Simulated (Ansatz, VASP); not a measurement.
# One calculation of AlN, two programs

INCAR

```
SYSTEM = AlN
ALGO     = Normal         ! electronic algorithm
EDIFF    = 1E-6           ! SCF threshold, eV
ENCUT    = 520            ! plane-wave cutoff, eV
GGA      = PE             ! functional
ISIF     = 2              ! what is computed and relaxed
ISMEAR   = -1             ! smearing method
LASPH    = .TRUE.         ! aspherical terms in the spheres
LCHARG   = .FALSE.        ! write CHGCAR
LREAL    = .FALSE.        ! projectors in reciprocal space
LWAVE    = .FALSE.        ! write WAVECAR
NBANDS   = 11             ! bands
NELM     = 80             ! most SCF steps
PREC     = Accurate       ! precision mode
SIGMA    = 0.02           ! smearing width, eV
```

Contents of KPOINTS:

```
k-points
0
G
  10 10 10
  0 0 0
```

File POSCAR:

```
AlN
1.0
    0.0000000000      1.9376213230      1.9376213230
    1.9376213230      0.0000000000      1.9376213230
    1.9376213230      1.9376213230      0.0000000000
Al N
1 1
Direct
    0.0000000000      0.0000000000      0.0000000000
    0.5000000000      0.5000000000      0.5000000000
```

Input for Ansatz:

```yaml
crystal:
  lattice:
    - [0.0, 1.937621323, 1.937621323]
    - [1.937621323, 0.0, 1.937621323]
    - [1.937621323, 1.937621323, 0.0]
  atoms:
    - { symbol: Al, position: [0.0, 0.0, 0.0] }
    - { symbol: "N", position: [0.5, 0.5, 0.5] }
kpoints:
  mp_grid: { grid: [10, 10, 10] }
  band_path:
    path:
      - [0.0, 0.0, 0.0]
      - [0.5, 0.0, 0.5]
      - [0.625, 0.25, 0.625]
      - [0.375, 0.375, 0.75]
      - [0.0, 0.0, 0.0]
      - [0.5, 0.5, 0.5]
      - [0.5, 0.25, 0.75]
      - [0.5, 0.0, 0.5]
    npoints: 5
scf:
  occupations: { method: fermi_dirac, width: 0.02 }
hamiltonian:
  xc: pbe
  pseudopotentials: { kind: all_electron, lapw: { basis_error: 0.001 } }
output:
  forces: true
  stress: true
  eigenvalues: true
```

Change from the starting cell: volume scaled by 0.94.

Alike in both runs: task single point; functional PBE; k mesh 10 × 10 × 10; occupations fermi-dirac, width 0.02 eV; no spin polarisation.

```csv
,VASP,Ansatz
version,VASP 6.6.1,Ansatz 0.2.0
potentials or method,"VASP PAW PBE potentials, release 64 (Al, N)","all-electron LAPW, scalar-relativistic"
plane-wave cutoff (eV),520,see its input
```

```tsv
	VASP	Ansatz	Ansatz less VASP
gap on the k mesh at the Fermi level (eV)	5.05	5.06	+0.005
pressure (GPa)	49.4	49.6	+0.22
```

Ansatz ran all-electron here, so the differences hold the error of VASP's frozen core and of both bases.

Caveats: so large a pressure means that the cell lies far from this level's equilibrium, or that cutoff or potentials fall short (VASP). A k mesh can miss the band edges.
